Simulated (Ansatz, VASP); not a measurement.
## PbS in VASP and in Ansatz

Contents of INCAR:

```
SYSTEM = PbS
PREC = Accurate
ENCUT = 520
EDIFF = 1E-7
ISMEAR = -1
SIGMA = 0.05
LREAL = .False.
LASPH = .True.
NELM = 60
ALGO = Normal
ISIF = 2
LWAVE = .False.
LCHARG = .False.
GGA = PE
NBANDS = 17
```

File KPOINTS:

```
Automatic mesh
0
Gamma
  8 8 7
  0 0 0
```

File POSCAR:

```
PbS
1.0
    4.0622492242      0.0000000000      0.0000000000
   -2.0311246120      3.5180110247      0.0000000000
    0.0000000000      0.0000000000      3.7627422943
Pb S
1 1
Direct
    0.0000000000      0.0000000000      0.0000000000
    0.6666666667      0.3333333333      0.5000000000
```

The input input.yaml:

```yaml
crystal:
  lattice:
    - [4.0622492242, 0.0, 0.0]
    - [-2.031124612, 3.5180110247, 0.0]
    - [0.0, 0.0, 3.7627422943]
  atoms:
    - { symbol: Pb, position: [0.0, 0.0, 0.0] }
    - { symbol: S, position: [0.6666666667, 0.3333333333, 0.5] }
hamiltonian:
  xc: pbe
  pseudopotentials: { kind: paw }
kpoints:
  mp_grid: { grid: [8, 8, 7] }
scf:
  occupations: { method: fermi_dirac, width: 0.05 }
output:
  forces: true
  stress: true
  eigenvalues: true
```

Change from the starting cell: volume scaled by 0.98.

Alike in both runs: task single point; functional PBE; k mesh 8 × 8 × 7; occupations fermi-dirac, width 0.05 eV; no spin polarisation.

|  | VASP | Ansatz |
| --- | --- | --- |
| version | VASP 6.6.1 | Ansatz 0.2.0 |
| potentials or method | VASP PAW PBE potentials, release 64 (Pb_d, S) | Ansatz PAW |
| plane-wave cutoff (eV) | 520 | 420 |
| valence electrons in the cell | 20 | 20 |

|  | VASP | Ansatz | Ansatz less VASP |
| --- | --- | --- | --- |
| gap on the k mesh at the Fermi level (eV) | 0.13 | 0.13 | -0.004 |
| least direct gap on the mesh (eV) | 1.65 | 1.65 | -0.004 |
| pressure (GPa) | 1.0 | 1.1 | +0.07 |
| largest component of the traceless stress (GPa) | 0.27 | 0.28 | +0.010 |

Caveats: spin-orbit coupling is left out, which as a rule narrows the gap of such compounds by several tenths of an eV; an odd mesh through Γ misses points on the zone boundary, where band edges often lie (VASP); odd divisions of the mesh miss points on the zone boundary, where band edges often lie, so the gap on the mesh can be too wide (Ansatz).
